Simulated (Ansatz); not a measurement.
## SrO: levels along high-symmetry lines

```yaml
crystal:
  lattice:
    - [0.00000, 2.56980, 2.56980]
    - [2.56980, 0.00000, 2.56980]
    - [2.56980, 2.56980, 0.00000]
  atoms:
    - { symbol: Sr, position: [0.00000, 0.00000, 0.00000] }
    - { symbol: O, position: [0.50000, 0.50000, 0.50000] }
```

Atom numbers follow the list: Sr1, O2.

Conventional cell: a = 5.140 Å, b = 5.140 Å, c = 5.140 Å, α = 90.00°, β = 90.00°, γ = 90.00°. Around Sr (atom 1) lie 6 O at 2.57 Å. Around O (atom 2) lie 6 Sr at 2.57 Å.

The cell is COD entry 1100027, as deposited and not checked against the literature; nothing was relaxed. It is an old determination, and later ones may differ.

Theory: DFT, PBEsol, all-electron LAPW, scalar-relativistic in Ansatz 0.2.0.

Numerical set-up: a Γ-centred 8×8×8 k mesh, Fermi–Dirac smearing of 0.03 eV, basis error target 0.5 meV/atom, no spin polarisation.

Points in fractions of the reciprocal vectors of this cell: Γ (0, 0, 0), X (0.5, 0, 0.5), U (0.625, 0.25, 0.625), K (0.375, 0.375, 0.75), L (0.5, 0.5, 0.5), W (0.5, 0.25, 0.75). The path joins them by straight lines in the order Γ–X–U–K–Γ–L–W–X; legs that retrace an earlier one aren't tabulated. Energies are in eV from the top of the valence band.

Question: Metal or insulator at this level of theory?

Answer: An insulator or semiconductor: gap 3.20 eV, indirect from Γ to X (0.5, 0, 0.5).

Question: Tabulate bands 14 to 19, counted from the lowest band of the run, along the path.

Answer: 
| k (1/Å) | point | band 14 | band 15 | band 16 | band 17 | band 18 | band 19 |
| --- | --- | --- | --- | --- | --- | --- | --- |
| 0.00 | Γ | -13.81 | 0.00 | 0.00 | 0.00 | 3.86 | 6.21 |
| 0.17 |  | -13.64 | -0.32 | -0.03 | -0.03 | 4.17 | 5.94 |
| 0.35 |  | -13.37 | -0.91 | -0.08 | -0.08 | 4.81 | 5.33 |
| 0.52 |  | -13.27 | -1.30 | -0.13 | -0.13 | 4.64 | 5.52 |
| 0.70 |  | -13.43 | -1.30 | -0.14 | -0.14 | 4.04 | 6.25 |
| 0.87 |  | -13.83 | -0.98 | -0.12 | -0.12 | 3.58 | 6.99 |
| 1.05 |  | -14.17 | -0.58 | -0.09 | -0.09 | 3.30 | 7.59 |
| 1.22 | X | -14.19 | -0.41 | -0.08 | -0.08 | 3.20 | 7.81 |
| 1.28 |  | -14.16 | -0.41 | -0.10 | -0.09 | 3.24 | 7.84 |
| 1.35 |  | -14.07 | -0.41 | -0.18 | -0.13 | 3.35 | 7.92 |
| 1.41 |  | -13.95 | -0.42 | -0.29 | -0.19 | 3.52 | 8.05 |
| 1.47 |  | -13.82 | -0.44 | -0.43 | -0.27 | 3.75 | 8.22 |
| 1.53 |  | -13.68 | -0.60 | -0.44 | -0.36 | 4.04 | 8.40 |
| 1.59 |  | -13.55 | -0.78 | -0.46 | -0.44 | 4.36 | 8.19 |
| 1.65 | U | -13.43 | -0.95 | -0.56 | -0.45 | 4.72 | 7.85 |
| 1.76 |  | -13.35 | -1.06 | -0.59 | -0.47 | 4.98 | 7.52 |
| 1.87 |  | -13.26 | -1.17 | -0.59 | -0.49 | 5.36 | 6.98 |
| 1.98 |  | -13.20 | -1.23 | -0.57 | -0.52 | 5.84 | 6.40 |
| 2.08 |  | -13.20 | -1.23 | -0.57 | -0.52 | 5.84 | 6.40 |
| 2.19 |  | -13.26 | -1.17 | -0.59 | -0.49 | 5.36 | 6.98 |
| 2.30 |  | -13.35 | -1.06 | -0.59 | -0.47 | 4.98 | 7.52 |
| 2.40 | K | -13.43 | -0.95 | -0.56 | -0.45 | 4.72 | 7.85 |
| 2.59 |  | -13.13 | -1.42 | -0.85 | -0.47 | 5.89 | 6.96 |
| 2.77 |  | -12.95 | -1.68 | -1.01 | -0.44 | 6.29 | 6.77 |
| 2.96 |  | -12.92 | -1.66 | -0.98 | -0.36 | 5.86 | 6.71 |
| 3.14 |  | -13.05 | -1.36 | -0.77 | -0.24 | 5.70 | 5.98 |
| 3.33 |  | -13.32 | -0.84 | -0.45 | -0.12 | 5.05 | 5.80 |
| 3.51 |  | -13.63 | -0.28 | -0.13 | -0.03 | 4.22 | 6.06 |
| 3.70 | Γ | -13.81 | 0.00 | 0.00 | 0.00 | 3.86 | 6.21 |
| 3.85 |  | -13.69 | -0.17 | -0.07 | -0.07 | 4.11 | 6.14 |
| 4.00 |  | -13.44 | -0.58 | -0.25 | -0.25 | 4.76 | 6.01 |
| 4.15 |  | -13.18 | -1.06 | -0.49 | -0.49 | 5.61 | 5.96 |
| 4.30 |  | -12.95 | -1.52 | -0.74 | -0.74 | 6.02 | 6.57 |
| 4.46 |  | -12.78 | -1.88 | -0.95 | -0.95 | 6.22 | 7.42 |
| 4.61 |  | -12.68 | -2.12 | -1.08 | -1.08 | 6.44 | 8.03 |
| 4.76 | L | -12.65 | -2.20 | -1.13 | -1.13 | 6.53 | 8.26 |
| 4.88 |  | -12.68 | -2.13 | -1.10 | -1.09 | 6.52 | 7.90 |
| 5.01 |  | -12.79 | -1.96 | -1.04 | -0.99 | 6.48 | 7.37 |
| 5.13 |  | -12.93 | -1.71 | -0.92 | -0.85 | 6.39 | 6.88 |
| 5.25 |  | -13.07 | -1.47 | -0.77 | -0.69 | 6.26 | 6.48 |
| 5.38 |  | -13.17 | -1.28 | -0.60 | -0.55 | 6.12 | 6.19 |
| 5.50 |  | -13.23 | -1.16 | -0.47 | -0.45 | 6.01 | 6.02 |
| 5.62 | W | -13.25 | -1.13 | -0.42 | -0.42 | 5.97 | 5.97 |
| 5.71 |  | -13.28 | -1.08 | -0.44 | -0.39 | 5.34 | 6.62 |
| 5.80 |  | -13.38 | -0.94 | -0.44 | -0.34 | 4.77 | 7.30 |
| 5.89 |  | -13.54 | -0.74 | -0.44 | -0.28 | 4.25 | 7.98 |
| 5.97 |  | -13.73 | -0.51 | -0.43 | -0.21 | 3.82 | 8.20 |
| 6.06 |  | -13.93 | -0.42 | -0.29 | -0.15 | 3.49 | 8.01 |
| 6.15 |  | -14.11 | -0.41 | -0.13 | -0.09 | 3.27 | 7.87 |
| 6.23 | X | -14.19 | -0.41 | -0.08 | -0.08 | 3.20 | 7.81 |

Kohn–Sham gaps of semilocal functionals usually fall short of measured ones.
